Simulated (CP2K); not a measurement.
**Pd under changes of volume**

One of the cells (14.750 Å³/atom); the others are scaled copies at fixed shape and fractional positions:

```
CELL_PARAMETERS angstrom
2.75277 0.00000 0.00000
1.37638 2.38397 0.00000
1.37638 0.79466 2.24762
ATOMIC_POSITIONS crystal
Pd 0.00000 0.00000 0.00000
```

| Quantity | Value |
| --- | --- |
| Program | CP2K 2026.2 |
| Functional | LDA |
| Potentials or basis | GTH_POTENTIALS Pd GTH-PADE-q18; TZVP-MOLOPT-PBE-GTH basis |
| Density cutoff | 6803 eV |
| k mesh | 12 × 12 × 12 |
| Occupations | fermi-dirac, width 0.05 eV |
| Spin | no spin polarisation |

```csv
volume (Å³/atom),energy over the lowest point (meV/atom),pressure (GPa)
13.865,0.00,1.2
14.160,2.99,-4.0
14.455,14.99,-8.6
14.750,34.82,-12.5
15.045,61.46,-16.0
15.340,93.95,-18.9
15.635,?,?
```

Q: What does the run at 15.635 Å³/atom give?

A: Energy over the lowest point 131.47 meV/atom; pressure -21.5 GPa.

Worked out: A Birch-Murnaghan fit of order 3 (a polynomial in V^(-2/3)) to the other rows has its minimum at 13.92 Å³/atom with B0 = V·E''(V) = 259 GPa and B' = 5.6. It gives 131.53 meV/atom at 15.635 Å³/atom, against the run's 131.47, and -dE/dV = -21.7 GPa, against -21.5.

Energies are extrapolated to zero smearing.

Caveats: the basis of atomic orbitals isn't converged, which shifts pressures, moduli and gaps.
